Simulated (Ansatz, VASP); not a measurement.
This is a calculation of W for VASP 6.6.1.

INCAR

```
SYSTEM = W
PREC = Accurate
ENCUT = 600
EDIFF = 1E-6
ISMEAR = -1
SIGMA = 0.05
LREAL = .FALSE.
LASPH = .TRUE.
NELM = 80
ALGO = Normal
ISIF = 3
LWAVE = .FALSE.
LCHARG = .FALSE.
GGA = B5
ALDAX = 1.0
AGGAX = 1.0
AGGAC = 1.0
ALDAC = 0.0
IVDW = 12
IBRION = 2
NSW = 80
EDIFFG = -0.01
VDW_S6 = 1.0
VDW_S8 = 2.6996
VDW_A1 = 0.4298
VDW_A2 = 4.2359
```

Contents of KPOINTS:

```
regular mesh
0
G
  12 12 12
  0 0 0
```

The input POSCAR:

```
W
1.0
   -1.5823450000      1.5823450000      1.5823450000
    1.5823450000     -1.5823450000      1.5823450000
    1.5823450000      1.5823450000     -1.5823450000
W
1
Direct
    0.0000000000      0.0000000000      0.0000000000
```

Potentials or basis: VASP PAW PBE potentials, release 64 (W_sv).

Command:

```bash
$ cat potpaw_PBE.64/W_sv/POTCAR > POTCAR
$ mpirun -np 1 vasp_std > vasp.out
```

Question: Set up the same calculation for Ansatz 0.2.0. Potentials there: all-electron LAPW, scalar-relativistic.

Answer: As run (the cutoff follows the program's own potentials):

The input input.yaml:

```yaml
crystal:
  lattice:
    - [-1.582345, 1.582345, 1.582345]
    - [1.582345, -1.582345, 1.582345]
    - [1.582345, 1.582345, -1.582345]
  atoms:
    - { symbol: W, position: [0.0, 0.0, 0.0] }
kpoints:
  mp_grid: { grid: [12, 12, 12] }
scf:
  occupations: { method: fermi_dirac, width: 0.05 }
hamiltonian:
  xc: blyp
  dispersion: d3bj
  pseudopotentials: { kind: all_electron, lapw: { basis_error: 0.001 } }
output:
  forces: true
  stress: true
relax:
  f_tol: 0.01
  max_steps: 60
  cell: {}
```

Potentials or basis: all-electron LAPW, scalar-relativistic.

Launch:

```console
$ ansatz run input.yaml --threads 1 --pin off --max-ram 3072MiB --backend cpu --events-out ev --progress --plain --runs-dir out
```

Both were run:

|  | VASP | Ansatz | Ansatz less VASP |
| --- | --- | --- | --- |
| relaxed volume (Å³/atom) | 15.82 | 15.72 | -0.099 |
| relaxed cell length with the largest relative difference (Å) | 2.739 | 2.733 | -0.0057 |
| energy change over the relaxation (meV/atom) | 0 | -1 | -1.0 |

Ansatz ran all-electron here, so the differences hold the error of VASP's frozen core and of both bases.

Caveats: the PAW data sets were made with another functional, which shifts forces and pressure a little (VASP); pairwise dispersion overbinds metals, which lowers pressure and volume (VASP). Spin-orbit coupling is left out, which matters for the levels of W.
